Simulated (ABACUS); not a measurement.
Write an ASE script for ABACUS 3.10.1 that does the following.

```
Task                                          : relaxation of cell and atoms
Functional                                    : PBE
Potentials or basis                           : PseudoDojo NC SR 0.4.1 PBE standard
Cutoff                                        : 1184 eV
Density cutoff                                : 4735 eV
Basis                                         : plane waves
k mesh                                        : 6 × 6 × 6
Occupations                                   : fermi-dirac, width 0.05 eV
Spin                                          : no spin polarisation
Radial cutoff of the potentials (pseudo_rcut) : 7 bohr
Max steps of the relaxation                   : 60
Force threshold                               : 0.01 eV/Å
Optimiser                                     : cg
Stress threshold                              : 0.2 kbar
SCF threshold on the density                  : 1e-08
Max SCF steps                                 : 100
Eigensolver                                   : dav
Mixing                                        : broyden
Mixing share                                  : 0.7
Symmetry key                                  : 1
Bands                                         : 19
```

The structure of SnSe lies in POSCAR:

```
SnSe
1.0
    0.0000000000      3.0100000000      3.0100000000
    3.0100000000      0.0000000000      3.0100000000
    3.0100000000      3.0100000000      0.0000000000
Sn Se
1 1
Direct
    0.0000000000      0.0000000000      0.0000000000
    0.5000000000      0.5000000000      0.5000000000
```

Measurements of this composition are mostly on another form, of space group No. 62.

One way to write it, as run:

run_abacus.py

```python
"""ABACUS run from a structure file: ASE reads it, the script writes STRU, KPT and INPUT."""
import re
import subprocess
from ase.io import read
from ase.units import Bohr

atoms = read("POSCAR")
atoms = atoms[(-atoms.numbers).argsort(kind="stable")]  # ABACUS lists atoms element by element
pseudo = {'Sn': 'Sn.upf', 'Se': 'Se.upf'}
orbital = {}
magmoms = None
kmesh = [6, 6, 6]
params = {
    'suffix': 'SnSe',
    'calculation': 'cell-relax',
    'basis_type': 'pw',
    'pseudo_dir': './',
    'symmetry': 1,
    'dft_functional': 'pbe',
    'ecutwfc': 87,
    'pseudo_rcut': 7,
    'nspin': 1,
    'nbands': 19,
    'ks_solver': 'dav',
    'smearing_method': 'fd',
    'smearing_sigma': 0.00367493,
    'scf_thr': 1e-08,
    'scf_nmax': 100,
    'mixing_type': 'broyden',
    'mixing_beta': 0.7,
    'cal_force': 1,
    'cal_stress': 1,
    'relax_nmax': 60,
    'force_thr_ev': 0.01,
    'relax_method': 'cg',
    'out_stru': 1,
    'stress_thr': 0.2,
    'kpar': 4,
}

symbols = atoms.get_chemical_symbols()
elements = list(dict.fromkeys(symbols))
lines = ["ATOMIC_SPECIES"] + [f"{e} {atoms.get_masses()[symbols.index(e)]:.4f} {pseudo[e]}" for e in elements]
if orbital:
    lines += ["", "NUMERICAL_ORBITAL"] + [orbital[e] for e in elements]
lines += ["", "LATTICE_CONSTANT", f"{1 / Bohr:.10f}", "", "LATTICE_VECTORS"]
lines += [" ".join(f"{x:.10f}" for x in v) for v in atoms.cell]
lines += ["", "ATOMIC_POSITIONS", "Direct"]
for e in elements:
    lines += ["", e, "0.0", str(symbols.count(e))]
    for i, p in enumerate(atoms.get_scaled_positions(wrap=False)):
        if symbols[i] == e:
            mag = "" if magmoms is None else " mag " + " ".join(str(x) for x in (magmoms[i] if isinstance(magmoms[i], list) else [magmoms[i]]))
            lines.append(" ".join(f"{x:.10f}" for x in p) + " 1 1 1" + mag)
open("STRU", "w").write("\n".join(lines) + "\n")
open("KPT", "w").write("K_POINTS\n0\nGamma\n%d %d %d 0 0 0\n" % tuple(kmesh))
open("INPUT", "w").write("INPUT_PARAMETERS\n" + "".join(f"{k:<20s}{v}\n" for k, v in params.items()))

done = subprocess.run(['mpirun', '-np', '4', 'abacus'])
if done.returncode:
    raise SystemExit(done.returncode)
log = open("OUT.SnSe/running_cell-relax.log").read()
print("final energy (eV):", re.findall(r"FINAL_ETOT_IS (\S+)", log))
```

Potentials or basis: PseudoDojo NC SR 0.4.1 PBE standard, plane waves.

Command:

```console
$ OMP_NUM_THREADS=1 python run_abacus.py > log
```

It gave:

The relaxed volume is 27.61 Å³/atom, the relaxed cell is a = 4.274 Å, b = 4.274 Å, c = 4.274 Å, α = 60.00°, β = 60.00°, γ = 60.00° and the space group after relaxing (to 0.05 Å) is Fm-3m (No. 225). The energy gained by relaxing is 0.6 meV/atom, the ionic steps are 3 and the pressure after relaxing is 0.0 GPa. The band gap on the k mesh is 0.52 eV, direct.

Caveat: spin-orbit coupling is left out, which moves the levels of the heavy elements.

It took 12 s on 4 MPI ranks on Intel(R) Xeon(R) 6975P-C (Granite Rapids), with other jobs on the host, peak memory 0.44 GiB a rank.
